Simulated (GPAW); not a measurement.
Write an ASE script for GPAW 26.7.0 that does the following.

```
Task                : relaxation of cell and atoms
Functional          : PBE
Dispersion          : D4
Potentials or basis : GPAW PAW data sets (gpaw-data 1.2.1)
Cutoff              : 600 eV
Basis               : pw
k mesh              : 9 × 9 × 5
Occupations         : fermi-dirac, width 0.05 eV
Spin                : no spin polarisation
Maxiter             : 150
Optimizer           : BFGS
Fmax                : 0.02 eV/Å
Max steps           : 100
Convergence         : density=1e-05 forces=0.0001
```

Zr:

```xyz
2
Lattice="3.2320 0.0000 0.0000 -1.6160 2.7990 0.0000 0.0000 0.0000 5.1470" Properties=species:S:1:pos:R:3 pbc="T T T"
Zr    1.6160    0.9330    3.8603
Zr    0.0000    1.8660    1.2868
```

The input as run:

run.py

```python
from ase import Atoms
from ase.calculators.mixing import SumCalculator
from ase.filters import FrechetCellFilter
from ase.io import write
from ase.optimize import BFGS
from dftd4.ase import DFTD4
from gpaw import GPAW, PW

atoms = Atoms(['Zr', 'Zr'],
              cell=[[3.232, 0.0, 0.0],
                    [-1.616, 2.798994105, 0.0],
                    [0.0, 0.0, 5.147]],
              scaled_positions=[[0.6666666667, 0.3333333333, 0.75],
                                [0.3333333333, 0.6666666667, 0.25]],
              pbc=True)

calc = GPAW(mode=PW(600),
            xc='PBE',
            kpts={'size': (9, 9, 5), 'gamma': True},
            occupations={'name': 'fermi-dirac', 'width': 0.05},
            nbands=24,
            convergence={'density': 1e-05, 'forces': 0.0001},
            maxiter=150,
            txt='gpaw.txt')
atoms.calc = SumCalculator([calc, DFTD4(method='pbe')])
opt = BFGS(FrechetCellFilter(atoms), trajectory='relax.traj', logfile='-')
done = opt.run(fmax=0.02, steps=100)
calc.write('gs.gpw')
write('result.traj', atoms)
print('Converged:', done)
print('Cell:', atoms.cell.cellpar().round(4))
print('Volume:', round(atoms.get_volume(), 4))
print(atoms.get_scaled_positions().round(5))
```

Potentials or basis: GPAW PAW data sets (gpaw-data 1.2.1), pw.

Run with:

```console
$ OMP_NUM_THREADS=1 python run.py
```

It gave:

The relaxed volume is 22.96 Å³/atom and the relaxed cell is a = 3.208 Å, b = 3.208 Å, c = 5.153 Å, α = 90.00°, β = 90.00°, γ = 120.00°. The space group after relaxing (to 0.05 Å) is P6_3/mmc (No. 194), the energy gained by relaxing is 1.4 meV/atom and the ionic steps are 5. The pressure after relaxing is 0.0 GPa. The band gap on the k mesh is none (metal or under the smearing width) and the dispersion energy per atom is -0.207 eV.

Caveat: later steps reuse the first step's grids; pairwise dispersion overbinds metals, which lowers pressure and volume.

Wall time 120 s on 1 thread of Arm Neoverse V1, with other jobs on the host, peak memory 0.29 GiB.
